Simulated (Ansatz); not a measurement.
Co: experiment and calculation

**Measured values to compare with.**

From a printed reference work, data compilation, for a bulk crystal of Co at 293.15 K: lattice constant a 2.5071 Å.

How close the calculation comes is told below.

Method: Ansatz, DFT PBE, scalar-relativistic, plane waves, PAW.

Settings: cutoff 420 eV, Γ-centred mesh 18×18×10 on the computed 2-atom cell, Gaussian smearing of 0.10 eV; collinear spin from starting moments 1.84 1.84 μB.

Relaxed structure, symmetry kept:

```yaml
crystal:
  lattice:
    - [2.49227, 0.00000, 0.00000]
    - [-1.24614, 2.15837, 0.00000]
    - [0.00000, 0.00000, 4.03368]
  atoms:
    - { symbol: Co, position: [0.33333, 0.66667, 0.25000] }
    - { symbol: Co, position: [0.66667, 0.33333, 0.75000] }
```

| Item | Value |
| --- | --- |
| Space group | P6_3/mmc (No. 194) |
| Volume per atom | 73.2 bohr³ |
| Formation energy from the elements' standard states (uncorrected) | -0.001 eV/atom |
| Kohn–Sham band gap | none (metal) |
| Density of states at the Fermi level | 1.74 states/eV per cell |
| Löwdin character within 0.5 eV of the Fermi level | Co 3d 90 % |
| Bulk modulus | 217 GPa |
| Its pressure derivative | 4.9 |
| Bader charges (e) | Co (2 in the cell) 0.00 |
| Total moment | 3.20 μB per cell |
| Site moments (μB; atoms counted from 1 over the whole cell) | Co (atom 1) 1.68, Co (atom 2) 1.68 |

Only this magnetic start was tried.

Against the measured lattice constant a of Co, 2.5071 Å (293.15 K; a printed reference work, data compilation), the calculated 2.492 Å is off by -0.6 %. The calculation is for 0 K without zero-point motion.